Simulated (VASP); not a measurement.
Input:

```
InN
1.0
    1.77541    -3.07510     0.00000
    1.77541     3.07510     0.00000
    0.00000     0.00000     5.72821
In N
2 2
Direct
  0.66667   0.33333   0.49984
  0.33333   0.66667   0.99984
  0.66667   0.33333   0.87916
  0.33333   0.66667   0.37916
```

The numbers are results of r2SCAN meta-GGA, VASP's PBE PAW potentials (set 64) (plane waves; VASP 6.6.1), not measurements. Run with 520 eV cut-off, 8×8×5 Γ-centred mesh, tetrahedra with Blöchl corrections, potentials In_d N.

Unless said otherwise, spin-orbit coupling is left out, though it shifts the bands of the heavy elements here.

### Question
Give the energies of bands 13 to 20 at the high-symmetry points, in eV from the valence-band maximum.

### Answer

| band | Γ | M | K | A | L | H |
|---|---|---|---|---|---|---|
| 13 | -5.79 | -5.40 | -4.59 | -3.39 | -5.45 | -5.13 |
| 14 | -0.89 | -4.50 | -4.59 | -3.39 | -5.45 | -5.13 |
| 15 | -0.89 | -3.41 | -4.30 | -0.45 | -1.66 | -3.34 |
| 16 | -0.05 | -2.36 | -2.37 | -0.45 | -1.66 | -3.34 |
| 17 | 0.00 | -1.70 | -2.37 | -0.45 | -1.57 | -1.26 |
| 18 | 0.00 | -0.89 | -2.15 | -0.45 | -1.57 | -1.26 |
| 19 | 0.07 | 4.26 | 5.28 | 2.69 | 3.82 | 5.70 |
| 20 | 3.20 | 4.88 | 6.27 | 2.69 | 3.82 | 5.70 |

The gap is direct, 0.08 eV, from the valence maximum at Γ to the conduction minimum at Γ.

The compound is InN in the wurtzite structure. It was relaxed first.
